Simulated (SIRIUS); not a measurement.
# Ir in SIRIUS: the effect of strain

Ir:

```
CELL_PARAMETERS angstrom
0.00000 1.91560 1.91560
1.83898 0.00000 1.91560
1.83898 1.91560 0.00000
ATOMIC_POSITIONS crystal
Ir 0.00000 0.00000 0.00000
```

The cell isn't the ideal one: strain = -0.04 (xx).

Alike in all runs:

```yaml
Program: SIRIUS 7.12.0
Task: single point
Functional: PBE
Potentials_or_basis: PseudoDojo 0.4.1 PBE standard (scalar relativistic)
Cutoff: 937 eV
Density_cutoff: 3749 eV
k_mesh: 12 × 12 × 12
Occupations: fermi-dirac, width 0.05 eV
Spin: no spin polarisation
Strain_kind: xx
Libxc_names: "[\"XC_GGA_X_PBE\", \"XC_GGA_C_PBE\"]"
Energy_tol: 1e-08 Ha
Density_tol: 1e-06
Mixer: anderson
Mixing_beta: 0.7
Max_scf: 100
```

```tsv
strain	pressure (GPa)
-4 % (xx)	?
-2 % (xx)	19.0
-1 % (xx)	14.5
+0 % (xx)	10.4
+1 % (xx)	6.5
+2 % (xx)	2.9
+4 % (xx)	-3.6
```

What does the run with strain -4 % (xx) give?

Pressure 28.9 GPa.
